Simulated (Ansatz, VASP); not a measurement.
## Ta2N: VASP beside Ansatz

The input INCAR:

```
SYSTEM = Ta2N
  PREC = Accurate
  ENCUT = 520
  EDIFF = 1E-7
  ISMEAR = -1
  SIGMA = 0.05
  LREAL = .False.
  LASPH = .True.
  NELM = 100
  ALGO = Normal
  ISIF = 2
  LWAVE = .False.
  LCHARG = .True.
  GGA = PS
  LELF = .True.
  LVHAR = .True.
  NBANDS = 20
```

KPOINTS

```
Automatic mesh
0
Gamma
  10 10 6
  0 0 0
```

File POSCAR:

```
Ta2N
1.0
    3.0707906527      0.0000000000      0.0000000000
   -1.5353953264      2.6593827149      0.0000000000
    0.0000000000      0.0000000000      4.8040242697
Ta N
2 1
Direct
    0.3333333333      0.6666666667      0.2547110000
    0.6666666667      0.3333333333      0.7452890000
    0.0000000000      0.0000000000      0.0000000000
```

The input input.yaml:

```yaml
crystal:
  lattice:
    - [3.0707906527, 0.0, 0.0]
    - [-1.5353953264, 2.6593827149, 0.0]
    - [0.0, 0.0, 4.8040242697]
  atoms:
    - { symbol: Ta, position: [0.3333333333, 0.6666666667, 0.254711] }
    - { symbol: Ta, position: [0.6666666667, 0.3333333333, 0.745289] }
    - { symbol: "N", position: [0.0, 0.0, 0.0] }
kpoints:
  mp_grid: { grid: [10, 10, 6] }
scf:
  occupations: { method: fermi_dirac, width: 0.05 }
hamiltonian:
  xc: pbesol
  pseudopotentials: { kind: all_electron, lapw: { basis_error: 0.001 } }
output:
  forces: true
  stress: true
  eigenvalues: true
```

Change from the starting cell: volume scaled by 0.96.

Alike in both runs: task single point; functional PBEsol; k mesh 10 × 10 × 6; occupations fermi-dirac, width 0.05 eV; no spin polarisation.

|  | VASP | Ansatz |
| --- | --- | --- |
| version | VASP 6.6.1 | Ansatz 0.2.0 |
| potentials or method | VASP PAW PBE potentials, release 64 (Ta_pv, N) | all-electron LAPW, scalar-relativistic |
| plane-wave cutoff (eV) | 520 | see its input |

```tsv
	VASP	Ansatz	Ansatz less VASP
gap on the k mesh at the Fermi level (eV)	none	none	-
pressure (GPa)	3.2	2.5	-0.67
largest component of the traceless stress (GPa)	0.63	0.63	+0.003
rms of the force components (eV/Å)	0.003	0.030	+0.0276
```

Atom by atom the forces differ by 0.028 eV/Å (rms over components). A gap of «none» marks a metal or a gap that the smearing closes. Ansatz ran all-electron here, so the differences hold the error of VASP's frozen core and of both bases.

Caveats: the PAW data sets were made with another functional, which shifts forces and pressure a little (VASP). Spin-orbit coupling is left out, which matters for the levels of Ta.
